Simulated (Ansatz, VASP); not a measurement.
## One calculation of GaN, two programs

File POSCAR:

```
GaN
1.0
    3.2308966026      0.0000000000      0.0000000000
   -1.6154483013      2.7980385348      0.0000000000
    0.0000000000      0.0000000000      5.1468938292
Ga N
2 2
Direct
    0.3333333333      0.6666666667     -0.0026396701
    0.6666666667      0.3333333333      0.4973603299
    0.3333333333      0.6666666667      0.3776396701
    0.6666666667      0.3333333333      0.8776396701
```

File INCAR.step1:

```
ALGO     = Normal         # electronic algorithm
EDIFF    = 1E-4           # SCF threshold, eV
ENCUT    = 520            # plane-wave cutoff, eV
GGA      = PE             # functional
ISMEAR   = 0              # smearing method
LASPH    = True           # aspherical terms in the spheres
LCHARG   = False          # write CHGCAR
LREAL    = False          # projectors in reciprocal space
LWAVE    = True           # write WAVECAR
NBANDS   = 26             # bands
NELM     = 100            # most SCF steps
PREC     = Accurate       # precision mode
SIGMA    = 0.01           # smearing width, eV
```

Contents of INCAR.step2:

```
ALGO     = Normal         # electronic algorithm
EDIFF    = 1E-6           # SCF threshold, eV
ENCUT    = 520            # plane-wave cutoff, eV
ISIF     = 2              # what is computed and relaxed
ISMEAR   = 0              # smearing method
ISTART   = 1            
LASPH    = True           # aspherical terms in the spheres
LCHARG   = False          # write CHGCAR
LMIXTAU  = True         
LREAL    = False          # projectors in reciprocal space
LWAVE    = False          # write WAVECAR
METAGGA  = R2SCAN         # meta-GGA
NBANDS   = 26             # bands
NELM     = 100            # most SCF steps
PREC     = Accurate       # precision mode
SIGMA    = 0.01           # smearing width, eV
```

Contents of KPOINTS:

```
k-points
0
Gamma
  12 12 6
```

Input for Ansatz:

```yaml
crystal:
  lattice:
    - [3.2308966026, 0.0, 0.0]
    - [-1.6154483013, 2.7980385348, 0.0]
    - [0.0, 0.0, 5.1468938292]
  atoms:
    - { symbol: Ga, position: [0.3333333333, 0.6666666667, -0.0026396701] }
    - { symbol: Ga, position: [0.6666666667, 0.3333333333, 0.4973603299] }
    - { symbol: "N", position: [0.3333333333, 0.6666666667, 0.3776396701] }
    - { symbol: "N", position: [0.6666666667, 0.3333333333, 0.8776396701] }
kpoints:
  mp_grid: { grid: [12, 12, 6] }
  band_path:
    path:
      - [0.0, 0.0, 0.0]
      - [0.5, 0.0, 0.0]
      - [0.3333333333, 0.3333333333, 0.0]
      - [0.0, 0.0, 0.5]
      - [0.5, 0.0, 0.5]
      - [0.3333333333, 0.3333333333, 0.5]
    npoints: 1
hamiltonian:
  xc: r2scan
scf:
  occupations: { method: fixed }
  n_extra_bands: 5
output:
  forces: true
  stress: true
  eigenvalues: true
```

Change from the starting cell: epitaxial_xy strain +1.5%.

Alike in both runs: task single point; functional r2SCAN; k mesh 12 × 12 × 6; no spin polarisation.

```csv
,VASP,Ansatz
version,VASP 6.6.1,Ansatz 0.2.0
potentials or method,"VASP PAW PBE potentials, release 64 (Ga_d, N)","plane waves, PAW"
plane-wave cutoff (eV),520,500
occupations,"gaussian, width 0.01 eV",fixed
valence electrons in the cell,36,36
```

Ansatz gave:

- gap on the k mesh at the Fermi level (eV): 2.17
- pressure (GPa): -4.3
- largest component of the traceless stress (GPa): 4.26
- rms of the force components (eV/Å): 0.000

Task: Which values does VASP return?

Result: gap on the k mesh at the Fermi level (eV): 2.16; pressure (GPa): -3.3; largest component of the traceless stress (GPa): 4.19; rms of the force components (eV/Å): 0.008.

Atom by atom the forces differ by 0.008 eV/Å (rms over components).

Caveats: the PAW data sets were made with another functional, which shifts forces and pressure a little (VASP).
